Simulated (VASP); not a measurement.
# PbO (Litharge) (P4/nmm) in VASP: a series of runs

One crystal, PbO (Litharge), is run at these levels: LDA; tasks: single point.

Program: VASP 6.6.1. These are calculated values, not measurements. Logs are shortened: lines on timing, memory, paths and dates and some standing lists are left out, and cuts for length are marked.

## Step 1: The structure

It takes space group P4/nmm (No. 129, tetragonal). The conventional cell has a = 3.990 Å, b = 3.990 Å, c = 5.010 Å, α = 90.00°, β = 90.00°, γ = 90.00°. Pb (site symmetry 4mm) is surrounded by 4 O at 2.33 Å. Around O (site symmetry -4m2) lie 4 Pb at 2.33 Å.

## Step 2: Single point, LDA

Input file INCAR:

```
SYSTEM = PbO
PREC = Accurate ; ENCUT = 500
EDIFF = 1E-7 ; ISMEAR = 0
SIGMA = 0.05 ; LREAL = .False.
LASPH = .True. ; NELM = 100
ALGO = Normal ; ISIF = 2
LWAVE = .False. ; LCHARG = .False.
ADDGRID = .False.
```

Input file KPOINTS:

```
regular mesh
0
Gamma
  3 3 2
  0 0 0
```

Input file POSCAR:

```
PbO
1.0
    3.9900000000      0.0000000000      0.0000000000
    0.0000000000      3.9900000000      0.0000000000
    0.0000000000      0.0000000000      5.0100000000
Pb O
2 2
Direct
    0.5000000000      0.0000000000      0.7600000000
    0.0000000000      0.5000000000      0.2400000000
    0.5000000000      0.5000000000      0.0000000000
    0.0000000000      0.0000000000      0.0000000000
```

Potentials or basis: VASP PAW LDA potentials, release 64 (Pb_d, O).

Command:

```console
$ cat potpaw_LDA.64/Pb_d/POTCAR potpaw_LDA.64/O/POTCAR > POTCAR
$ mpirun -np 1 vasp_std > vasp.out
```

OUTCAR:

```text
SYSTEM = PbO
   PREC = Accurate
   ENCUT = 500
   EDIFF = 1E-7
   ISMEAR = 0
   LREAL = .False.
   LASPH = .True.
   NELM = 100
   ISIF = 2

 Found      6 irreducible k-points:

 Following reciprocal coordinates:
            Coordinates               Weight
  0.000000  0.000000  0.000000      1.000000
  0.333333  0.000000  0.000000      4.000000
  0.333333  0.333333  0.000000      4.000000
  0.000000  0.000000  0.500000      1.000000
  0.333333  0.000000  0.500000      4.000000
  0.333333  0.333333  0.500000      4.000000
   k-points           NKPTS =      6   k-points in BZ     NKDIM =      6   number of bands    NBANDS=     24
   number of dos      NEDOS =    301   number of ions     NIONS =      4
   total plane-waves  NPLWV =  36000
   dimension x,y,z NGX =    30 NGY =   30 NGZ =   40
   dimension x,y,z NGXF=    60 NGYF=   60 NGZF=   80
   ions per type =               2   2
   NGX,Y,Z   is equivalent  to a cutoff of  12.50, 12.50, 13.27 a.u.
   NGXF,Y,Z  is equivalent  to a cutoff of  25.00, 25.00, 26.55 a.u.
 SYSTEM =  PbO
   PREC   = accura    normal or accurate (medium, high low for compatibility)
   ISTART =      0    job   : 0-new  1-cont  2-samecut
   ICHARG =      2    charge: 1-file 2-atom 10-const
   ISPIN  =      1    spin polarized calculation?
   LNONCOLLINEAR =      F non collinear calculations
   LSORBIT =      F    spin-orbit coupling
   LASPH  =      T    aspherical Exc in radial PAW
   ENCUT  =  500.0 eV  36.75 Ry    6.06 a.u.   7.27  7.27  9.13*2*pi/ulx,y,z
   NELM   =    100;   NELMIN=  2; NELMDL= -5     # of ELM steps
   EDIFF  = 0.1E-06   stopping-criterion for ELM
   LREAL  =      F    real-space projection
   EDIFFG = 0.1E-05   stopping-criterion for IOM
   NSW    =      0    number of steps for IOM
   IBRION =     -1    ionic relax: 0-MD 1-quasi-New 2-CG
[... 8 lines left out ...]
   EMIN   =  10.00;   EMAX   =-10.00  energy-range for DOS
   EFERMI =   0.00;   METHOD = LEGACY
   ISMEAR =     0;   SIGMA  =   0.05  broadening in eV -4-tet -1-fermi 0-gaus
   EFERMI_NEDOS =   21; number of points for ismear=-14 and -15
   IALGO  =     38    algorithm
   IMIX   =      4    mixing-type and parameters
     AMIX     =   0.40;   BMIX     =  1.00
     AMIX_MAG =   1.60;   BMIX_MAG =  1.00
  volume/ion in A,a.u.               =      19.94       134.56
  Fermi-wavevector in a.u.,A,eV,Ry     =   1.300670  2.457909 23.017539  1.691741
  Thomas-Fermi vector in A             =   2.431853
   LORBIT       =      0    0 simple, 1 ext, 2 COOP (PROOUT), +10 PAW based schemes
   GGA     = CA    functional components
   LHFCALC =     F    Hartree Fock is set to
   AEXX    =    0.0000 exact exchange contribution
   IVDW    =     0    specifies the selected vdW correction
   LEPSILON=     F    determine dielectric tensor
   LRPA    =     F    only Hartree local field effects (RPA)
 non-spin polarized calculation
 Gauss-broadening in eV      SIGMA  =   0.05
  energy-cutoff  :      500.00
  volume of cell :       79.76
 maximum number of plane-waves:      2051
 NGX is ok and might be reduce to    30
   NGX = 15   NGY = 15   NGZ = 19

 number of electron      39.9999998 magnetization

 Free energy of the ion-electron system (eV)
  ---------------------------------------------------
  ext. energy  EPLUGINS =         0.00000000
  ---------------------------------------------------
  free energy    TOTEN  =       -24.37611641 eV

  energy without entropy =      -24.37611641  energy(sigma->0) =      -24.37611641

 E-fermi :   4.9864     XC(G=0): -10.2912

 val. band max:        4.7316051664   @ k =   0.0000   0.0000   0.0000
 cond. band min:       6.6300255500   @ k =   0.0000   0.0000   0.5000
 fundamental gap:      1.8984203836
 Fermi energy:         4.9863679574

 k-point     1 :       0.0000    0.0000    0.0000
  band No.  band energies     occupation
      1     -13.2692      2.00000
      2     -12.7904      2.00000
      3     -11.1805      2.00000
      4     -11.1805      2.00000
      5     -11.1155      2.00000
      6     -11.1036      2.00000
[... 16 lines left out ...]
     23      10.2422      0.00000
     24      10.2422      0.00000

 k-point     2 :       0.3333    0.0000    0.0000
  band No.  band energies     occupation
      1     -13.0880      2.00000
      2     -12.8627      2.00000
      3     -11.1304      2.00000
      4     -11.1272      2.00000
      5     -11.0641      2.00000
      6     -11.0492      2.00000
[... 16 lines left out ...]
     23      10.3468      0.00000
     24      10.7892      0.00000

 k-point     3 :       0.3333    0.3333    0.0000
  band No.  band energies     occupation
      1     -13.0027      2.00000
      2     -12.8984      2.00000
      3     -11.0862      2.00000
      4     -11.0765      2.00000
      5     -11.0671      2.00000
      6     -11.0195      2.00000
[... 16 lines left out ...]
     23       9.6140      0.00000
     24      10.1983      0.00000

 k-point     4 :       0.0000    0.0000    0.5000
  band No.  band energies     occupation
      1     -13.2407      2.00000
      2     -12.7709      2.00000
      3     -11.1401      2.00000
      4     -11.1194      2.00000
      5     -11.1194      2.00000
      6     -11.0612      2.00000
[... 16 lines left out ...]
     23       8.6001      0.00000
     24       8.9201      0.00000

 k-point     5 :       0.3333    0.0000    0.5000
  band No.  band energies     occupation
      1     -13.0927      2.00000
      2     -12.8656      2.00000
      3     -11.1457      2.00000
      4     -11.1133      2.00000
      5     -11.0926      2.00000
      6     -11.0726      2.00000
[... 16 lines left out ...]
     23       9.6942      0.00000
     24      11.6964      0.00000

 k-point     6 :       0.3333    0.3333    0.5000
  band No.  band energies     occupation
      1     -13.0078      2.00000
      2     -12.8976      2.00000
      3     -11.1116      2.00000
      4     -11.0490      2.00000
      5     -11.0361      2.00000
      6     -11.0349      2.00000
[... 16 lines left out ...]
     23       8.6954      0.00000
     24      10.3323      0.00000

------------------------ aborting loop because EDIFF is reached ----------------------------------------

  FORCE on cell =-STRESS in cart. coord.  units (eV):
  Direction    XX          YY          ZZ          XY          YZ          ZX
  --------------------------------------------------------------------------------------
  -------------------------------------------------------------------------------------
  Total       -1.7116356     -1.7116356     -1.7795632      0.0000000      0.0000000      0.0000000
  in kB      -34.3825722    -34.3825722    -35.7470720      0.0000000      0.0000000      0.0000000
  external PRESSURE =     -34.8374055 kB  Pullay stress =       0.0000000 kB

 VOLUME and BASIS-vectors are now :
 -----------------------------------------------------------------------------
  energy-cutoff  :      500.00
  volume of cell :       79.76
      direct lattice vectors                 reciprocal lattice vectors
     3.990000000  0.000000000  0.000000000     0.250626566  0.000000000  0.000000000
     0.000000000  3.990000000  0.000000000     0.000000000  0.250626566  0.000000000
     0.000000000  0.000000000  5.010000000     0.000000000  0.000000000  0.199600798

 POSITION                                       TOTAL-FORCE (eV/Angst)
 -----------------------------------------------------------------------------------
      1.99500      0.00000      3.80760         0.000000      0.000000      0.492001
      0.00000      1.99500      1.20240        -0.000000      0.000000     -0.492001
      1.99500      1.99500      0.00000        -0.000000     -0.000000      0.000000
      0.00000      0.00000      0.00000        -0.000000      0.000000      0.000000
 -----------------------------------------------------------------------------------
    total drift:                                0.000000      0.000000      0.000000

  FREE ENERGIE OF THE ION-ELECTRON SYSTEM (eV)
  ---------------------------------------------------
  free  energy   TOTEN  =       -24.3761164101 eV

  energy  without entropy=      -24.3761164101  energy(sigma->0) =      -24.37611641
```

Wall time 14 s (1 thread of Intel Xeon Platinum 8488C (Sapphire Rapids), shared host); peak memory 0.16 GiB.

These settings aren't checked as converged: the numbers below hold their error.

What came out:

* Free energy: -24.3761 eV
* Pressure: -3.5 GPa
* Largest force: 0.492 eV/Å
* Band gap on the k mesh: 1.90 eV, indirect (least direct gap 2.36 eV)

Caveat: the k mesh is coarse (spacing up to 0.63 Å⁻¹), so the values aren't converged; spin-orbit coupling is left out, which as a rule narrows the gap of such compounds by several tenths of an eV; an odd mesh through Γ misses points on the zone boundary, where band edges often lie.

## Step 3: Single point, LDA

INCAR, as its differences from that of step 2:

```diff
@@ -1,3 +1,3 @@
 SYSTEM = PbO
-PREC = Accurate ; ENCUT = 500
+PREC = Accurate ; ENCUT = 400
 EDIFF = 1E-7 ; ISMEAR = 0
```

Input file KPOINTS:

```
regular mesh
0
Gamma
  3 3 3
  0 0 0
```

POSCAR is that of step 2.

Potentials or basis: VASP PAW LDA potentials, release 64 (Pb_d, O).

Command:

```console
$ cat potpaw_LDA.64/Pb_d/POTCAR potpaw_LDA.64/O/POTCAR > POTCAR
$ mpirun -np 1 vasp_std > vasp.out
```

Run time: 9.7 s. Hardware: 1 thread of Intel Xeon Platinum 8488C (Sapphire Rapids), shared host; peak memory 0.14 GiB.

The run converged, but some of its settings lie outside the range that counts as converged, so its numbers aren't taken as properties of the crystal.

Results:

```
Free energy            : -24.4151 eV
Largest force          : 0.494 eV/Å
Band gap on the k mesh : 1.92 eV, indirect (least direct gap 2.36 eV)
```

Caveat: the k mesh is coarse (spacing up to 0.52 Å⁻¹), so the values aren't converged; the cutoff is under 1.25 times the usual one of these potentials, so pressure, stress and relaxed cells hold a basis-set (Pulay) error; spin-orbit coupling is left out, which as a rule narrows the gap of such compounds by several tenths of an eV; an odd mesh through Γ misses points on the zone boundary, where band edges often lie.

## Step 4: The reference run

An earlier run on the cell as given: functional PBEsol; potentials or basis VASP PAW PBE potentials, release 64 (Pb_d, O); cutoff 520 eV; k mesh 7 × 7 × 6; occupations fermi-dirac, width 0.05 eV; no spin polarisation.

- Pressure: -0.8 GPa
- Largest force: 0.288 eV/Å
- Band gap on the k mesh: 1.37 eV, indirect (least direct gap 2.29 eV)
